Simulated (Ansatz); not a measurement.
Sc, beta-Sn type: geometry optimisation

All numbers below come from Ansatz, DFT, RPBE, plane waves (420 eV) with PAW, scalar-relativistic. (PAW data from PBE, frozen cores regenerated.)

k-point mesh 11×11×8, Fermi-Dirac smearing 0.1 eV, no spin polarisation. Cell and atoms relax.

Starting structure:

```
Sc
1.0
    -2.88612    2.88612    1.57582
     2.88612   -2.88612    1.57582
     2.88612    2.88612   -1.57582
Sc
2
Cartesian
  0.0000 0.0000 0.0000
  0.0000 2.8861 0.7879
```

**Question.** The pressure at the start is -0.6 GPa. By how much does the volume change?

**Answer.** From 26.25 to 25.87 Å³ per atom, -1.4 %. The final cell has a = 5.737 Å, c = 3.145 Å (c/a = 0.548).

**Question.** How much energy does the relaxation gain?

**Answer.** 0.7 meV per atom.

Path of the relaxation (the plane waves are chosen anew near the end, which can shift the energy a little):

```csv
step,E − E(final) (meV/atom),V (Å³/atom),P (GPa),max force (eV/Å)
0,0.73,26.252,-0.57,0.000
1,-0.06,25.865,0.03,0.000
2,-0.07,25.873,0.00,0.000
3,0.00,25.873,0.00,0.000
```

The k-point mesh keeps fewer symmetry operations than the starting structure has, so the cell can leave it.
